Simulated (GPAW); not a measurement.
# Nb (Fm-3m) in GPAW: convergence with plane-wave cutoff (eV)

Aim: find how far plane-wave cutoff (eV) must go before the results for Nb settle, at PBE. This setting moves, with any that are tied to it; all else stays.

Everything below comes from runs of GPAW 26.7.0. Logs are shortened: lines on timing, memory, paths and dates and some standing lists are left out, and cuts for length are marked. The log counts tension as positive stress, the text compression.

### Step 1. The structure

The structure is cubic, space group Fm-3m (No. 225). Conventional cell: a = 4.230 Å, b = 4.230 Å, c = 4.230 Å, α = 90.00°, β = 90.00°, γ = 90.00°. Nb (site symmetry m-3m) has 12 Nb at 2.99 Å as nearest neighbours.

This isn't the form of Nb at room conditions, which is bcc.

### Step 2. With plane-wave cutoff (eV) 200

The input, run.py:

```python
from ase.dft.bandgap import bandgap
from ase.io import read, write
from ase.units import GPa
from gpaw import GPAW, PW, setup_paths

setup_paths.insert(0, '.')

atoms = read('Nb.xyz')

calc = GPAW(mode=PW(200),
            xc='PBE',
            kpts={'size': (11, 11, 11), 'gamma': True},
            occupations={'name': 'fermi-dirac', 'width': 0.05},
            setups={'Nb': 'jth'},
            nbands=-9,
            convergence={'density': 1e-05, 'energy': 1e-05},
            maxiter=100,
            txt='gpaw.txt')
atoms.calc = calc
energy = atoms.get_potential_energy()
forces = atoms.get_forces()
stress = atoms.get_stress()
calc.write('gs.gpw')
write('result.traj', atoms)
print(f'Energy: {energy:.6f} eV')
print('Forces (eV/A):')
print(forces.round(4))
print('Stress (GPa):', (stress / GPa).round(3))
print('Fermi level:', round(calc.get_fermi_level(), 4), 'eV')
print(f'Gap: {bandgap(calc)[0]:.4f} eV, direct: {bandgap(calc, direct=True)[0]:.4f} eV')
```

The input, Nb.xyz:

```xyz
1
Lattice="0.0000000000 2.1150000000 2.1150000000 2.1150000000 0.0000000000 2.1150000000 2.1150000000 2.1150000000 0.0000000000" Properties=species:S:1:pos:R:3 pbc="T T T"
Nb     0.0000000000      0.0000000000      0.0000000000
```

Potentials or basis: JTH PAW 2.0, PBE, pw.

The run is started by

```console
$ OMP_NUM_THREADS=1 python run.py
```

It took 5.9 s on 1 thread of Intel Xeon Platinum 8488C (Sapphire Rapids), shared host; peak memory 0.12 GiB.

What came out:

```
Free energy            : -9.2900 eV
Pressure               : -23.0 GPa
Band gap on the k mesh : none (metal or under the smearing width)
```

### Step 3. With plane-wave cutoff (eV) 250

Changes to run.py since step 2:

```diff
@@ -9,3 +9,3 @@
 
-calc = GPAW(mode=PW(200),
+calc = GPAW(mode=PW(250),
             xc='PBE',
```

Nb.xyz is that of step 2.

Potentials or basis: JTH PAW 2.0, PBE, pw.

The run is started by

```console
$ OMP_NUM_THREADS=1 python run.py
```

Run time: 6.5 s. Hardware: 1 thread of Intel Xeon Platinum 8488C (Sapphire Rapids), shared host; peak memory 0.13 GiB.

Results:

* Free energy: -9.4956 eV
* Pressure: -1.6 GPa
* Band gap on the k mesh: none (metal or under the smearing width)

### Step 4. With plane-wave cutoff (eV) 300

Changes to run.py since step 3:

```diff
@@ -9,3 +9,3 @@
 
-calc = GPAW(mode=PW(250),
+calc = GPAW(mode=PW(300),
             xc='PBE',
```

Nb.xyz is that of step 3.

The run is started by

```console
$ OMP_NUM_THREADS=1 python run.py
```

Run time: 7.2 s. Hardware: 1 thread of Intel Xeon Platinum 8488C (Sapphire Rapids), shared host; peak memory 0.13 GiB.

What came out:

- Free energy: -9.5909 eV
- Pressure: -5.2 GPa
- Band gap on the k mesh: none (metal or under the smearing width)

### Step 5. With plane-wave cutoff (eV) 350

Changes to run.py since step 4:

```diff
@@ -9,3 +9,3 @@
 
-calc = GPAW(mode=PW(300),
+calc = GPAW(mode=PW(350),
             xc='PBE',
```

Nb.xyz is that of step 4.

The run is started by

```console
$ OMP_NUM_THREADS=1 python run.py
```

It took 7.2 s on 1 thread of Intel Xeon Platinum 8488C (Sapphire Rapids), shared host; peak memory 0.13 GiB.

Results:

| Quantity | Value |
| --- | --- |
| Free energy | -9.7078 eV |
| Pressure | -5.4 GPa |
| Band gap on the k mesh | none (metal or under the smearing width) |

### Step 6. With plane-wave cutoff (eV) 400

Changes to run.py since step 5:

```diff
@@ -9,3 +9,3 @@
 
-calc = GPAW(mode=PW(350),
+calc = GPAW(mode=PW(400),
             xc='PBE',
```

Nb.xyz is that of step 5.

Potentials or basis: JTH PAW 2.0, PBE, pw.

The run is started by

```console
$ OMP_NUM_THREADS=1 python run.py
```

Run time: 6.1 s. Hardware: 1 thread of Intel Xeon Platinum 8488C (Sapphire Rapids), shared host; peak memory 0.13 GiB.

What came out:

```yaml
Free_energy: -9.7706 eV
Pressure: -3.4 GPa
Band_gap_on_the_k_mesh: none (metal or under the smearing width)
```

### Step 7. With plane-wave cutoff (eV) 500

Changes to run.py since step 6:

```diff
@@ -9,3 +9,3 @@
 
-calc = GPAW(mode=PW(400),
+calc = GPAW(mode=PW(500),
             xc='PBE',
```

Nb.xyz is that of step 6.

The run is started by

```console
$ OMP_NUM_THREADS=1 python run.py
```

Wall time 7.2 s (1 thread of Intel Xeon Platinum 8488C (Sapphire Rapids), shared host); peak memory 0.14 GiB.

Results (log left out):

```
Free energy            : -9.7869 eV
Pressure               : -1.9 GPa
Band gap on the k mesh : none (metal or under the smearing width)
```

### Step 8. With plane-wave cutoff (eV) 600

Changes to run.py since step 7:

```diff
@@ -9,3 +9,3 @@
 
-calc = GPAW(mode=PW(500),
+calc = GPAW(mode=PW(600),
             xc='PBE',
```

Nb.xyz is that of step 7.

The run is started by

```console
$ OMP_NUM_THREADS=1 python run.py
```

Run time: 11 s. Hardware: 1 thread of Intel Xeon Platinum 8488C (Sapphire Rapids), shared host; peak memory 0.14 GiB.

It converged, with:

```yaml
Free_energy: -9.7945 eV
Pressure: -2.4 GPa
Band_gap_on_the_k_mesh: none (metal or under the smearing width)
```

### Step 9. With plane-wave cutoff (eV) 800

Changes to run.py since step 8:

```diff
@@ -9,3 +9,3 @@
 
-calc = GPAW(mode=PW(600),
+calc = GPAW(mode=PW(800),
             xc='PBE',
```

Nb.xyz is that of step 8.

Potentials or basis: JTH PAW 2.0, PBE, pw.

The run is started by

```console
$ OMP_NUM_THREADS=1 python run.py
```

It took 10 s on 1 thread of Intel Xeon Platinum 8488C (Sapphire Rapids), shared host; peak memory 0.16 GiB.

Results (log left out):

```yaml
Free_energy: -9.8040 eV
Pressure: -2.0 GPa
Band_gap_on_the_k_mesh: none (metal or under the smearing width)
```

### Step 10. With plane-wave cutoff (eV) 1000

Changes to run.py since step 9:

```diff
@@ -9,3 +9,3 @@
 
-calc = GPAW(mode=PW(800),
+calc = GPAW(mode=PW(1000),
             xc='PBE',
```

Nb.xyz is that of step 9.

Potentials or basis: JTH PAW 2.0, PBE, pw.

The run is started by

```console
$ OMP_NUM_THREADS=1 python run.py
```

gpaw.txt:

```text
__  _  _
 | _ |_)|_||  |
 |__||  | ||/\| - 26.7.0

Input parameters:
  mode=PW(ecut=1000.0),
  convergence={'density': 1e-05, 'energy': 1e-05},
  kpts=MonkhorstPack(size=(11, 11, 11), gamma=True),
  maxiter=100,
  nbands=-9,
  occupations=Occupations(name='fermi-dirac', width=0.05),
  setups={'Nb': 'jth'},
  xc=XC(name='PBE')

Diagonalizing LCAO Hamiltonian
Converting LCAO to pw mode

       Nb

Atoms  # Å, Bohr magnetons
|   | symbol |        x |        y |        z |    initial magnetic moments |
|---|--------|----------|----------|----------|-----------------------------|
| 0 |     Nb | 0.000000 | 0.000000 | 0.000000 | ( 0.0000,  0.0000,  0.0000) |

Unit cell  # Å
| periodic |        x |        y |        z |  lengths |    angles |
|----------|----------|----------|----------|----------|-----------|
|      yes | 0.000000 | 2.115000 | 2.115000 | 2.991062 | 60.000000 |
|      yes | 2.115000 | 0.000000 | 2.115000 | 2.991062 | 60.000000 |
|      yes | 2.115000 | 2.115000 | 0.000000 | 2.991062 | 60.000000 |

Number of symmetries: 48
Symmetry operations  # r_c * U_cc + t_c -> r_c
|    | kind |            matrix            |
|----|------|------------------------------|
|  0 |  σ   |  1, 0, 0,  1, 0,-1,  1,-1, 0 |
|  1 |  C2  |  1, 0, 0,  1,-1, 0,  1, 0,-1 |
|  2 |  E   |  1, 0, 0,  0, 1, 0,  0, 0, 1 |
|  3 |  σ   |  1, 0, 0,  0, 0, 1,  0, 1, 0 |
|  4 |  C4  |  1, 0,-1,  1, 0, 0,  1,-1, 0 |
|  5 |  S6  |  1, 0,-1,  1,-1, 0,  1, 0, 0 |
|  6 |  σ   |  1, 0,-1,  0, 1,-1,  0, 0,-1 |
|  7 |  C3  |  1, 0,-1,  0, 0,-1,  0, 1,-1 |
|  8 |  S6  |  1,-1, 0,  1, 0, 0,  1, 0,-1 |
|  9 |  C4  |  1,-1, 0,  1, 0,-1,  1, 0, 0 |
| 10 |  C3  |  1,-1, 0,  0,-1, 1,  0,-1, 0 |
| 11 |  σ   |  1,-1, 0,  0,-1, 0,  0,-1, 1 |
| 12 |  σ   |  0, 1, 0,  1, 0, 0,  0, 0, 1 |
| 13 |  C4  |  0, 1, 0,  0, 1,-1, -1, 1, 0 |
| 14 |  C3  |  0, 1, 0,  0, 0, 1,  1, 0, 0 |
| 15 |  S6  |  0, 1, 0, -1, 1, 0,  0, 1,-1 |
| 16 |  C2  |  0, 1,-1,  1, 0,-1,  0, 0,-1 |
| 17 |  σ   |  0, 1,-1,  0, 1, 0, -1, 1, 0 |
| 18 |  S4  |  0, 1,-1,  0, 0,-1,  1, 0,-1 |
| 19 |  C4  |  0, 1,-1, -1, 1, 0,  0, 1, 0 |
| 20 |  C3  |  0, 0, 1,  1, 0, 0,  0, 1, 0 |
| 21 |  σ   |  0, 0, 1,  0, 1, 0,  1, 0, 0 |
| 22 |  S6  |  0, 0, 1,  0,-1, 1, -1, 0, 1 |
| 23 |  C4  |  0, 0, 1, -1, 0, 1,  0,-1, 1 |
| 24 |  S4  |  0, 0,-1,  1, 0,-1,  0, 1,-1 |
| 25 |  C3  |  0, 0,-1,  0, 1,-1,  1, 0,-1 |
| 26 |  C2  |  0, 0,-1,  0,-1, 0, -1, 0, 0 |
| 27 |  S6  |  0, 0,-1, -1, 0, 0,  0,-1, 0 |
| 28 |  S4  |  0,-1, 1,  1,-1, 0,  0,-1, 0 |
| 29 |  C4  |  0,-1, 1,  0, 0, 1, -1, 0, 1 |
| 30 |  C2  |  0,-1, 1,  0,-1, 0,  1,-1, 0 |
| 31 |  σ   |  0,-1, 1, -1, 0, 1,  0, 0, 1 |
| 32 |  C3  |  0,-1, 0,  1,-1, 0,  0,-1, 1 |
| 33 |  S6  |  0,-1, 0,  0, 0,-1, -1, 0, 0 |
| 34 |  S4  |  0,-1, 0,  0,-1, 1,  1,-1, 0 |
| 35 |  C2  |  0,-1, 0, -1, 0, 0,  0, 0,-1 |
| 36 |  C2  | -1, 1, 0,  0, 1, 0,  0, 1,-1 |
| 37 |  S6  | -1, 1, 0,  0, 1,-1,  0, 1, 0 |
| 38 |  S4  | -1, 1, 0, -1, 0, 1, -1, 0, 0 |
| 39 |  C3  | -1, 1, 0, -1, 0, 0, -1, 0, 1 |
| 40 |  S6  | -1, 0, 1,  0, 0, 1,  0,-1, 1 |
| 41 |  C2  | -1, 0, 1,  0,-1, 1,  0, 0, 1 |
| 42 |  C3  | -1, 0, 1, -1, 1, 0, -1, 0, 0 |
| 43 |  S4  | -1, 0, 1, -1, 0, 0, -1, 1, 0 |
| 44 |  C2  | -1, 0, 0,  0, 0,-1,  0,-1, 0 |
| 45 |  i   | -1, 0, 0,  0,-1, 0,  0, 0,-1 |
| 46 |  σ   | -1, 0, 0, -1, 1, 0, -1, 0, 1 |
| 47 |  C2  | -1, 0, 0, -1, 0, 1, -1, 1, 0 |

BZ-sampling:
  Number of BZ points: 1331
  Number of IBZ points: 56

  Monkhorst-Pack size: [11, 11, 11]
  Monkhorst-Pack shift: [0, 0, 0]

K-points  # in reciprocal-cell coordinates
|     |                                coordinates |     weight |
|-----|--------------------------------------------|------------|
|   0 | (  0.00000000,   0.00000000,   0.00000000) | 0.00075131 |
|   1 | (  0.09090909,   0.09090909,   0.00000000) | 0.00450789 |
|   2 | (  0.09090909,   0.09090909,   0.09090909) | 0.00601052 |
|   3 | (  0.18181818,   0.09090909,   0.09090909) | 0.00901578 |
|   4 | (  0.18181818,   0.18181818,   0.00000000) | 0.00450789 |
|   5 | (  0.18181818,   0.18181818,   0.09090909) | 0.01803156 |
|   6 | (  0.18181818,   0.18181818,   0.18181818) | 0.00601052 |
|   7 | (  0.27272727,   0.18181818,   0.09090909) | 0.01803156 |
|   8 | (  0.27272727,   0.18181818,   0.18181818) | 0.01803156 |
|   9 | (  0.27272727,   0.27272727,   0.00000000) | 0.00450789 |
| ... |                                            |            |
|  55 | (  0.45454545,   0.45454545,   0.45454545) | 0.00601052 |

Plane wave coefficients: 1375
Cutoff: 1000.0 eV

Spin-components: 1 (collinear spins)
Bands:           15
Projectors:      6
Spin-degeneracy: 2
Datatype:        complex128

Parallelization:
  kpt:    1
  domain: 1
  band:   1

Density:
  Valence electrons: 13.0
  Components: 1
  Grid points: [24 24 24]
  Charge: 0.0  # |e|

Potential:
  Grid points: [24 24 24]

species:
  Nb:
    name:    Niobium
    Z:       41.0
    valence: 13
    core:    28
    charge:  0.0  # [|e|]
    compensation charges:
      type: bessel
      rc: 1.01  # [Å]
      lmax: 2
    cutoffs:
      filter: 1.18  # [Å]
      core: 1.52  # [Å]
    projectors
    | kind |    occ | energy [eV] | rcut [Å] |
    |------|--------|-------------|----------|
    |   4s |  2.000 |     -58.394 |    0.953 |
    |   5s |  1.000 |      -3.982 |    0.953 |
    |   4p |  6.000 |     -34.521 |    1.065 |
    |   5p |  0.000 |      -1.111 |    1.065 |
    |   4d |  4.000 |      -3.040 |    1.168 |
    |    d |        |       4.082 |    1.168 |

    Using partial waves for Nb as LCAO basis

Reference energy: -103936.940155  # eV

eigensolver:
  PPCG
  Converge bands: occupied
  niter=2

density mixing:
  MSR1-Mixer
  Pratt-step length: 0.05
  Maximum mixing coefficient: 0.75
  Old densities: 10
  SVD Regularization: 0.005
  Good broyden scale: 1.0
  Trust region scale: 1.0
  Backstep threshold: 4.0
  History deletion threshold: 6.0
  Fourier metric: weight=20.0, sigma=0.015

occupation numbers:
  Fermi-Dirac:
    width: 0.0500  # eV

poisson solver:
  ecut: 8000.0  # eV

xc functional:
  name: PBE with 2 nearest neighbor stencil

convergence criteria:
- Maximum integral of absolute [dens]ity change: 1e-05 electrons / valence electron
- Maximum [total energy] change in last 3 cyles: 1e-05 eV / valence electron
- Maximum integral of absolute [eigenst]ate change: 4e-08 eV^2 / valence electron
maximum number of iterations: 100

SCF iterations
|iter     | |      energy | eigst |  dens |
|---------|-|-------------|-------|-------|
|iter:   1| |  -10.554224 | -0.12 |       |
|iter:   2| |  -10.427014 | -2.28 | -0.97 |
|iter:   3| |   -9.803573 | -1.25 | -1.01 |
|iter:   4| |   -9.801575 | -3.12 | -1.74 |
|iter:   5| |   -9.801570 | -3.72 | -2.11 |
|iter:   6| |   -9.801576c| -5.67 | -3.39 |
|iter:   7| |   -9.801577c| -6.85 | -3.77 |
|iter:   8| |   -9.801577c| -8.09c| -5.05c|

Converged in 8 steps
Energy contributions relative to reference atoms: (reference = -103936.940155)

Energy contributions:
  Kinetic:           7.810687
  Coulomb:         -12.138856
  Zero:             -0.003490
  External:          0.000000
  Xc:               -5.464021
  Entropy:          -0.011793
  Spinorbit:         0.000000
  ----------------------------
  Free energy:      -9.807473
  Extrapolated:     -9.801577

dipole moment: (-26.646000, -26.646000, -26.646000)  # |e|*Ang

Fermi level: 11.694
Eigenvalues  # (at kpt = [0.000, 0.000, 0.000])
| band index |      eig [eV] | occ [0-2] |
|------------|---------------|-----------|
|          0 |       -43.102 |     2.000 |
|          1 |       -18.522 |     2.000 |
|          2 |       -18.522 |     2.000 |
|          3 |       -18.522 |     2.000 |
|          4 |         5.497 |     2.000 |
|          5 |        11.782 |     0.294 |
|          6 |        11.782 |     0.294 |
|          7 |        11.782 |     0.294 |
|          8 |        14.345 |     0.000 |
|          9 |        14.345 |     0.000 |
|         10 |        23.442 |     0.000 |
|         11 |        28.173 |     0.000 |
|         12 |        28.173 |     0.000 |
|        ... |               |           |
|         14 |        32.712 |     0.000 |

No gap
No difference between direct/indirect transitions

Forces  # eV/Ang
|       x |        y |        z |
|---------|----------|----------|
| 0.00000 | -0.00000 | -0.00000 |  # Nb   0

Stress tensor  # eV/Ang^3
|         x |         y |        z |
|-----------|-----------|----------|
|  0.012403 | -0.000000 | 0.000000 |
| -0.000000 |  0.012403 | 0.000000 |
|  0.000000 |  0.000000 | 0.012403 |

# Writing to gs.gpw (mode='')
```

stdout:

```text
Energy: -9.801577 eV
Forces (eV/A):
[[ 0. -0. -0.]]
Stress (GPa): [ 1.987  1.987  1.987  0.     0.    -0.   ]
Fermi level: 11.6943 eV
Gap: 0.0000 eV, direct: 0.0000 eV
```

Wall time 18 s (1 thread of Intel Xeon Platinum 8488C (Sapphire Rapids), shared host); peak memory 0.18 GiB.

What came out:

```
Free energy            : -9.8075 eV
Pressure               : -2.0 GPa
Band gap on the k mesh : none (metal or under the smearing width)
```

### Step 11. The series at a glance

```csv
plane-wave cutoff (eV),"energy less the tightest run, at zero smearing (meV/atom)",pressure (GPa),SCF cycles,CPU time (s),peak memory (GiB)
200,517.45,-23.04,8,5.9,0.12
250,311.84,-1.60,8,6.5,0.13
300,216.50,-5.19,8,7.2,0.13
350,99.66,-5.43,8,7.2,0.13
400,36.89,-3.40,8,6.1,0.13
500,20.57,-1.95,8,7.2,0.14
600,12.99,-2.39,8,11,0.14
800,3.51,-1.96,8,10,0.16
1000,0.00,-1.99,8,18,0.18
```

Against the tightest run, the pressure stays within 0.1 GPa from 800 on. Not settled before the last step: the energy (to 1 meV/atom). The tightest run that finished is the yardstick and may itself not be fully converged.

Caveats: the program truncates these outside data sets.
